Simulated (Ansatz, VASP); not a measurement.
One calculation of Br, two programs

```xyz
1
Lattice="0.0000 2.0772 2.0772 2.0772 0.0000 2.0772 2.0772 2.0772 0.0000" Properties=species:S:1:pos:R:3 pbc="T T T"
Br    0.0000    0.0000    0.0000
```

Change from the starting cell: volume scaled by 0.68, PAW files.

Alike in both runs: task single point; functional PBE; k mesh 14 × 14 × 14; occupations fermi-dirac, width 0.05 eV; no spin polarisation.

|  | VASP | Ansatz |
| --- | --- | --- |
| version | VASP 6.6.1 | Ansatz 0.2.0 |
| potentials or method | VASP PAW PBE potentials, release 64 (Br) | PAW with Ansatz's default frozen-core files, scalar-relativistic |
| plane-wave cutoff (eV) | 520 | 420 |
| valence electrons in the cell | 7 | 7 |

VASP gave:

```
pressure (GPa) : 29.6
```

Task: Estimate Ansatz's values.

Result: Pressure (GPa): 29.5.

Caveats: so large a pressure means that the cell lies far from this level's equilibrium, or that cutoff or potentials fall short (VASP); an odd number of electrons without spin polarisation forces a metal; a magnetic or distorted state may lie lower.
